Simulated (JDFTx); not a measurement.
# C (Fd-3m) in JDFTx: further runs, part 2 of 2

JDFTx 1.7.0 (patched build). The steps go on from the part before.

### 3 Equation of state, LDA, 5.33 Å³/atom (volume scaled by 0.94)

C.in

```
lattice \
    0.0000000000     3.3012844142     3.3012844142 \
    3.3012844142     0.0000000000     3.3012844142 \
    3.3012844142     3.3012844142     0.0000000000
coords-type Lattice
ion C      0.7500000000     0.7500000000     0.7500000000 1
ion C      0.5000000000     0.5000000000     0.5000000000 1

ion-species pseudo/C.upf
elec-cutoff 41 328
elec-ex-corr lda-PW
kpoint-folding 13 13 13
elec-smearing Fermi 0.0018374661
elec-n-bands 9
electronic-SCF nIterations 100 energyDiffThreshold 1e-09
electronic-minimize nIterations 30 energyDiffThreshold 1e-7
forces-output-coords Cartesian

dump-name run.$VAR
dump End Ecomponents EigStats BandEigs Kpoints Forces Stress
```

Potentials or basis: PseudoDojo-SR-LDA-0.4.1-standard with smoothed tails.

Launch:

```bash
$ jdftx -c 1 -i C.in -o C.out
```

Standard output:

```text
*************** JDFTx 1.7.0 (patched build) ***************

[... 9 lines left out ...]
---------- Initializing the Grid ----------
R =
[            0      3.30128      3.30128  ]
[      3.30128            0      3.30128  ]
[      3.30128      3.30128            0  ]
unit cell volume = 71.958
G =
[  -0.951627   0.951627   0.951627  ]
[   0.951627  -0.951627   0.951627  ]
[   0.951627   0.951627  -0.951627  ]
Minimum fftbox size, Smin = [  40  40  40  ]
Chosen fftbox size, S = [  40  40  40  ]

---------- Initializing tighter grid for wavefunction operations ----------
R =
[            0      3.30128      3.30128  ]
[      3.30128            0      3.30128  ]
[      3.30128      3.30128            0  ]
unit cell volume = 71.958
G =
[  -0.951627   0.951627   0.951627  ]
[   0.951627  -0.951627   0.951627  ]
[   0.951627   0.951627  -0.951627  ]
Minimum fftbox size, Smin = [  28  28  28  ]
Chosen fftbox size, S = [  28  28  28  ]

---------- Exchange Correlation functional ----------
Initalized Slater LDA exchange.
Initalized Perdew-Wang LDA correlation.

---------- Setting up pseudopotentials ----------
Width of ionic core gaussian charges (only for fluid interactions / plotting) set to 0

Reading pseudopotential file 'pseudo/C.upf':
[... 44 lines left out ...]
SCF: Cycle:  0   F: -11.511010865684387   dF: -5.163e-02   |Residual|: 6.033e-02   |deigs|: 1.728e-01
	FillingsUpdate:  mu: +0.631627961  nElectrons: 8.000000
SCF: Cycle:  1   F: -11.511564351246246   dF: -5.535e-04   |Residual|: 2.942e-02   |deigs|: 6.308e-03
	FillingsUpdate:  mu: +0.634630872  nElectrons: 8.000000
SCF: Cycle:  2   F: -11.511722401426535   dF: -1.581e-04   |Residual|: 2.766e-03   |deigs|: 5.193e-03
	FillingsUpdate:  mu: +0.634490793  nElectrons: 8.000000
SCF: Cycle:  3   F: -11.511722885435143   dF: -4.840e-07   |Residual|: 8.404e-04   |deigs|: 4.914e-04
	FillingsUpdate:  mu: +0.634572249  nElectrons: 8.000000
SCF: Cycle:  4   F: -11.511723029771419   dF: -1.443e-07   |Residual|: 7.529e-05   |deigs|: 1.567e-04
	FillingsUpdate:  mu: +0.634580095  nElectrons: 8.000000
SCF: Cycle:  5   F: -11.511723036724959   dF: -6.954e-09   |Residual|: 4.683e-05   |deigs|: 5.923e-05
	FillingsUpdate:  mu: +0.634580010  nElectrons: 8.000000
SCF: Cycle:  6   F: -11.511723039258479   dF: -2.534e-09   |Residual|: 4.880e-06   |deigs|: 2.015e-04
	FillingsUpdate:  mu: +0.634579270  nElectrons: 8.000000
SCF: Cycle:  7   F: -11.511723039396326   dF: -1.378e-10   |Residual|: 3.240e-06   |deigs|: 1.495e-04
	FillingsUpdate:  mu: +0.634579538  nElectrons: 8.000000
SCF: Cycle:  8   F: -11.511723039454882   dF: -5.856e-11   |Residual|: 5.330e-07   |deigs|: 3.509e-04
SCF: Converged (|Delta E|<1.000000e-09 for 2 iters).

Setting wave functions to eigenvectors of Hamiltonian

# Stress tensor in Cartesian coordinates [Eh/a0^3]:
[ -0.000624013            0            0  ]
[            0 -0.000624013            0  ]
[            0            0 -0.000624013  ]

# Ionic positions in lattice coordinates:
ion C   0.750000000000000   0.750000000000000   0.750000000000000 1
ion C   0.500000000000000   0.500000000000000   0.500000000000000 1

# Forces in Cartesian coordinates:
force C  -0.000000000000000   0.000000000000000  -0.000000000000000 1
force C  -0.000000000000000   0.000000000000000  -0.000000000000000 1

# Energy components:
   Eewald =      -13.0538235868955663
       EH =        0.9263492578321940
     Eloc =       -3.5891729789674525
      Enl =       -0.6925831476875550
      Exc =       -4.3879500344034543
 Exc_core =        0.5518502688765270
       KE =        8.7336071817904237
-------------------------------------
     Etot =      -11.5117230394548802
       TS =        0.0000000000000014
-------------------------------------
        F =      -11.5117230394548820

IonicMinimize: Iter:   0  F: -11.511723039454882  |grad|_K:  1.131e-35
IonicMinimize: Converged (|grad|_K<1.000000e-04).

#--- Lowdin population analysis ---
# oxidation-state C +0.014 +0.014

Dumping 'run.eigStats' ...
	eMin: -0.291118 at state 0 ( [ +0.000000 +0.000000 +0.000000 ] spin 0 )
	HOMO: +0.524544 at state 0 ( [ +0.000000 +0.000000 +0.000000 ] spin 0 )
	mu  : +0.634580
	LUMO: +0.682792 at state 43 ( [ +0.000000 +0.384615 +0.384615 ] spin 0 )
	eMax: +1.401192 at state 47 ( [ +0.000000 +0.461538 +0.461538 ] spin 0 )
	HOMO-LUMO gap: +0.158248
	Optical gap  : +0.210804 at state 0 ( [ +0.000000 +0.000000 +0.000000 ] spin 0 )
Done!
[note: mu as printed may lie anywhere between the filled and the empty levels]
```

It took 8.7 s on 1 thread of AMD EPYC 9R45 (Zen 5), shared host; peak memory 0.07 GiB.

What came out:

| Quantity | Value |
| --- | --- |
| Free energy | -313.2499 eV |
| Pressure | 18.4 GPa |
| Band gap on the k mesh | 4.31 eV, indirect (least direct gap 5.74 eV) |

Caveat: an odd mesh through Γ misses points on the zone boundary, where band edges often lie.

### 4 Equation of state, LDA, 5.44 Å³/atom (volume scaled by 0.96)

Changes to C.in since step 3:

```diff
@@ -1,5 +1,5 @@
 lattice \
-    0.0000000000     3.3012844142     3.3012844142 \
-    3.3012844142     0.0000000000     3.3012844142 \
-    3.3012844142     3.3012844142     0.0000000000
+    0.0000000000     3.3245336620     3.3245336620 \
+    3.3245336620     0.0000000000     3.3245336620 \
+    3.3245336620     3.3245336620     0.0000000000
 coords-type Lattice
```

Launch:

```bash
$ jdftx -c 1 -i C.in -o C.out
```

Wall time 8.8 s (1 thread of AMD EPYC 9R45 (Zen 5), shared host); peak memory 0.07 GiB.

Results (log left out):

- Free energy: -313.2685 eV
- Pressure: 7.6 GPa
- Band gap on the k mesh: 4.25 eV, indirect (least direct gap 5.68 eV)

Caveat: an odd mesh through Γ misses points on the zone boundary, where band edges often lie.

### 5 Equation of state, LDA, 5.56 Å³/atom (volume scaled by 0.98)

Changes to C.in since step 4:

```diff
@@ -1,5 +1,5 @@
 lattice \
-    0.0000000000     3.3245336620     3.3245336620 \
-    3.3245336620     0.0000000000     3.3245336620 \
-    3.3245336620     3.3245336620     0.0000000000
+    0.0000000000     3.3474622049     3.3474622049 \
+    3.3474622049     0.0000000000     3.3474622049 \
+    3.3474622049     3.3474622049     0.0000000000
 coords-type Lattice
```

Launch:

```bash
$ jdftx -c 1 -i C.in -o C.out
```

Wall time 8.9 s (1 thread of AMD EPYC 9R45 (Zen 5), shared host); peak memory 0.07 GiB.

It converged, with:

| Property | Result |
| --- | --- |
| Free energy | -313.2725 eV |
| Pressure | -2.2 GPa |
| Band gap on the k mesh | 4.20 eV, indirect (least direct gap 5.62 eV) |

Caveat: an odd mesh through Γ misses points on the zone boundary, where band edges often lie.

### 6 Equation of state, LDA, 5.67 Å³/atom

Changes to C.in since step 5:

```diff
@@ -1,5 +1,5 @@
 lattice \
-    0.0000000000     3.3474622049     3.3474622049 \
-    3.3474622049     0.0000000000     3.3474622049 \
-    3.3474622049     3.3474622049     0.0000000000
+    0.0000000000     3.3700808789     3.3700808789 \
+    3.3700808789     0.0000000000     3.3700808789 \
+    3.3700808789     3.3700808789     0.0000000000
 coords-type Lattice
```

Potentials or basis: PseudoDojo-SR-LDA-0.4.1-standard with smoothed tails.

Launch:

```bash
$ jdftx -c 1 -i C.in -o C.out
```

It took 8.9 s on 1 thread of AMD EPYC 9R45 (Zen 5), shared host; peak memory 0.07 GiB.

It converged, with:

* Free energy: -313.2633 eV
* Pressure: -11.1 GPa
* Band gap on the k mesh: 4.15 eV, indirect (least direct gap 5.56 eV)

Caveat: an odd mesh through Γ misses points on the zone boundary, where band edges often lie.

### 7 Equation of state, LDA, 5.79 Å³/atom (volume scaled by 1.02)

Changes to C.in since step 6:

```diff
@@ -1,5 +1,5 @@
 lattice \
-    0.0000000000     3.3700808789     3.3700808789 \
-    3.3700808789     0.0000000000     3.3700808789 \
-    3.3700808789     3.3700808789     0.0000000000
+    0.0000000000     3.3923999456     3.3923999456 \
+    3.3923999456     0.0000000000     3.3923999456 \
+    3.3923999456     3.3923999456     0.0000000000
 coords-type Lattice
```

Launch:

```bash
$ jdftx -c 1 -i C.in -o C.out
```

It took 8.9 s on 1 thread of AMD EPYC 9R45 (Zen 5), shared host; peak memory 0.07 GiB.

Results (log left out):

- Free energy: -313.2420 eV
- Pressure: -19.2 GPa
- Band gap on the k mesh: 4.10 eV, indirect (least direct gap 5.50 eV)

Caveat: an odd mesh through Γ misses points on the zone boundary, where band edges often lie.

### 8 Equation of state, LDA, 5.90 Å³/atom (volume scaled by 1.04)

Changes to C.in since step 7:

```diff
@@ -1,5 +1,5 @@
 lattice \
-    0.0000000000     3.3923999456     3.3923999456 \
-    3.3923999456     0.0000000000     3.3923999456 \
-    3.3923999456     3.3923999456     0.0000000000
+    0.0000000000     3.4144291341     3.4144291341 \
+    3.4144291341     0.0000000000     3.4144291341 \
+    3.4144291341     3.4144291341     0.0000000000
 coords-type Lattice
```

Launch:

```bash
$ jdftx -c 1 -i C.in -o C.out
```

Wall time 8.9 s (1 thread of AMD EPYC 9R45 (Zen 5), shared host); peak memory 0.07 GiB.

The run converged. Its results:

```yaml
Free_energy: -313.2098 eV
Pressure: -26.6 GPa
Band_gap_on_the_k_mesh: 4.06 eV, indirect (least direct gap 5.45 eV)
```

Caveat: an odd mesh through Γ misses points on the zone boundary, where band edges often lie.

### 9 Equation of state, LDA, 6.01 Å³/atom (volume scaled by 1.06)

Changes to C.in since step 8:

```diff
@@ -1,5 +1,5 @@
 lattice \
-    0.0000000000     3.4144291341     3.4144291341 \
-    3.4144291341     0.0000000000     3.4144291341 \
-    3.4144291341     3.4144291341     0.0000000000
+    0.0000000000     3.4361776767     3.4361776767 \
+    3.4361776767     0.0000000000     3.4361776767 \
+    3.4361776767     3.4361776767     0.0000000000
 coords-type Lattice
```

Potentials or basis: PseudoDojo-SR-LDA-0.4.1-standard with smoothed tails.

Launch:

```bash
$ jdftx -c 1 -i C.in -o C.out
```

Wall time 8.5 s (1 thread of AMD EPYC 9R45 (Zen 5), shared host); peak memory 0.07 GiB.

It converged, with:

```
Free energy            : -313.1676 eV
Pressure               : -33.3 GPa
Band gap on the k mesh : 4.01 eV, indirect (least direct gap 5.39 eV)
```

Caveat: the cell as given lies far from equilibrium; an odd mesh through Γ misses points on the zone boundary, where band edges often lie.

### 10 Equation of state, LDA

Potentials or basis: PseudoDojo-SR-LDA-0.4.1-standard with smoothed tails.

No new run: the results of the series are fitted here.

Results:

- Equilibrium volume: 5.53 Å³/atom
- Bulk modulus: 465 GPa
- Pressure derivative of the bulk modulus: 3.7

Energy against volume, from the lowest point:
```csv
volume (Å³/atom),energy (meV/atom)
5.332,11.29
5.445,2.01
5.558,0.00
5.672,4.62
5.785,15.26
5.899,31.37
6.012,52.46
```

### 11 Comparison with measurements

Step 10. Measured bulk modulus of C: 444.8 GPa (quoted in “Equation of state of cubic boron nitride at high pressures and temperatures”, 2007, arxiv:cond-mat/0702656). This calculation gives 465 GPa (+4.6 %). 3 values of this kind are on record (442 to 444.8 GPa); this one was drawn at random among those near their median, those with a stated uncertainty first. The fit is for a static lattice scaled at fixed shape and fixed fractional positions. The cell as given is a measured one (5.67 Å³/atom); LDA puts the equilibrium volume -2.4 % from it, thermal expansion not counted.
